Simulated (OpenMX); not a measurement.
Ge under changes of volume

One of the cells (22.639 Å³/atom); the others are scaled copies at fixed shape and fractional positions:

```
Ge
1.0
     0.00000    2.82891    2.82891
     2.82891    0.00000    2.82891
     2.82891    2.82891    0.00000
Ge
2
Direct
  0.75000 0.75000 0.75000
  0.50000 0.50000 0.50000
```

| Quantity | Value |
| --- | --- |
| Program | OpenMX 3.8.5 |
| Functional | PBE |
| Potentials or basis | OpenMX 2013 PBE set, Ge7.0-s2p2d1, fixed grid of 35 × 35 × 35 points |
| k mesh | 9 × 9 × 9 |
| Occupations | fermi-dirac, width 0.05 eV |
| Spin | no spin polarisation |

| volume (Å³/atom) | energy over the lowest point (meV/atom) | gap on the mesh (eV) |
| --- | --- | --- |
| 21.281 | 109.88 | 0.43 |
| 21.733 | 78.45 | 0.35 |
| 22.186 | 53.08 | 0.20 |
| 22.639 | 33.13 | none |
| 23.092 | 17.83 | none |
| 23.545 | ? | ? |
| 23.997 | 0.00 | none |

Q: What does the run at 23.545 Å³/atom give?

A: Energy over the lowest point 6.97 meV/atom; gap on the mesh none.

Worked out: A Birch-Murnaghan fit of order 3 (a polynomial in V^(-2/3)) to the other rows has no minimum within the range. It gives 7.00 meV/atom at 23.545 Å³/atom, against the run's 6.97.

Energies are extrapolated to zero smearing.

Caveats: the basis of atomic orbitals isn't converged, which shifts pressures, moduli and gaps; an odd mesh through Γ misses points on the zone boundary, where band edges often lie (some runs). Spin-orbit coupling on Ge is left out.

A gap of «none» marks a metal or a gap under the smearing width.
